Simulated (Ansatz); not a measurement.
What moves the field gradients of H4NF?

Cell of run 1: a computed structure from the Materials Project (it need not be an observed phase).

Space group R3c:H (No. 161); a = 8.4289, c = 16.0630 Å, γ = 120.00°.

| site | Wyckoff | site symmetry | x | y | z |
| --- | --- | --- | --- | --- | --- |
| H1 | 6a | 3. | 0.0000 | 0.0000 | 0.8061 |
| H3 | 18b | 1 | 0.1282 | 0.0355 | 0.7176 |
| H9 | 18b | 1 | 0.8919 | 0.2013 | 0.3488 |
| H15 | 18b | 1 | 0.7135 | 0.9892 | 0.3290 |
| H21 | 18b | 1 | 0.7041 | 0.1852 | 0.3062 |
| H27 | 18b | 1 | 0.6917 | 0.1063 | 0.4062 |
| N33 | 6a | 3. | 0.0000 | 0.0000 | 0.7418 |
| N35 | 18b | 1 | 0.7501 | 0.1213 | 0.3474 |
| F41 | 6a | 3. | 0.0000 | 0.0000 | 0.9183 |
| F43 | 18b | 1 | 0.3084 | 0.0924 | 0.6597 |

One atom of each set is listed; the run and its k-mesh use a cell of 48 atoms with edges of 7.24, 7.24, 7.24 Å.

All runs are DFT with Ansatz 0.2.0 (plane waves and PAW, scalar-relativistic unless spin–orbit coupling is named, Γ-centred meshes, Fermi–Dirac smearing where given) in this cell.

Run 1: PBE, atoms as given; 420 eV, 3×3×3 k-points, smearing 0.02 eV.
Run 2: r2SCAN, atoms as given; 500 eV, 3×3×3 k-points, smearing 0.02 eV.
Run 3: LDA, atoms as given; 420 eV, 3×3×3 k-points, smearing 0.02 eV.

Question: What does each run give, and what moves the gradients most?

Answer: 

```json
{"run": "1", "H3 V_zz (η)": "2.47 (0.02)", "F41 V_zz (η)": "0.84 (0.00)", "F43 V_zz (η)": "0.73 (0.59)"}
{"run": "2", "H3 V_zz (η)": "2.38 (0.02)", "F41 V_zz (η)": "0.72 (0.00)", "F43 V_zz (η)": "0.63 (0.45)"}
{"run": "3", "H3 V_zz (η)": "2.54 (0.02)", "F41 V_zz (η)": "0.77 (0.00)", "F43 V_zz (η)": "0.66 (0.57)"}
```

V_zz in 10²¹ V/m²; 3 of the 10 sets of like atoms are followed. Against run 1, the gradient tensors on these sites move by at most 0.14 in run 2 (F43), 0.08 in run 3 (H3).

The lattice is static: at room temperature ammonium may turn and average the couplings of its hydrogen. In runs 1, 3 the atoms aren't at the calculated equilibrium (largest force 0.27, 0.67 eV/Å).
